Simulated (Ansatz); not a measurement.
Runs of Ansatz 0.2.0 on NaI. It takes space group Fm-3m (No. 225, cubic). Conventional cell: a = 6.473 Å, b = 6.473 Å, c = 6.473 Å, α = 90.00°, β = 90.00°, γ = 90.00°. I (site symmetry m-3m) is surrounded by 6 Na at 3.24 Å. Na (site symmetry m-3m) has 6 I at 3.24 Å as nearest neighbours. 

```tsv
task	level	potentials or basis	k mesh	cutoff (eV)	smearing	basis error allowed	gap on the mesh (eV)	pressure (GPa)
single point	HSE06	all-electron PAW datasets made for the crystal	6 × 6 × 6	290	fermi-dirac 0.05 eV	-	(a)	-
single point	PBEsol	all-electron PAW datasets made for the crystal	6 × 6 × 6	260	fermi-dirac 0.05 eV	-	3.51	-0.5
single point	PBE	all-electron LAPW, scalar-relativistic	7 × 7 × 7	133	gaussian 0.1 eV	0.001 eV/atom	3.64	0.4
band structure	PBEsol	all-electron LAPW, inner shells corrected to Dirac's equation	7 × 7 × 7	133	fermi-dirac 0.05 eV	0.001 eV/atom	3.51	-0.5
band structure	PBEsol	all-electron PAW datasets made for the crystal	7 × 7 × 7	260	fermi-dirac 0.05 eV	-	3.51	-0.5
```

Alike in all rows: no spin polarisation; cell as given.

**Question.** Estimate the missing entries.

**Answer.** (a) 4.67.

Caveats: spin-orbit coupling is left out, which moves the levels of the heavy elements; an odd mesh through Γ misses points on the zone boundary, where band edges often lie (some runs).

A k mesh can miss the band edges, and the runs leave out spin-orbit coupling on I.

Not every run made on this cell is shown here.
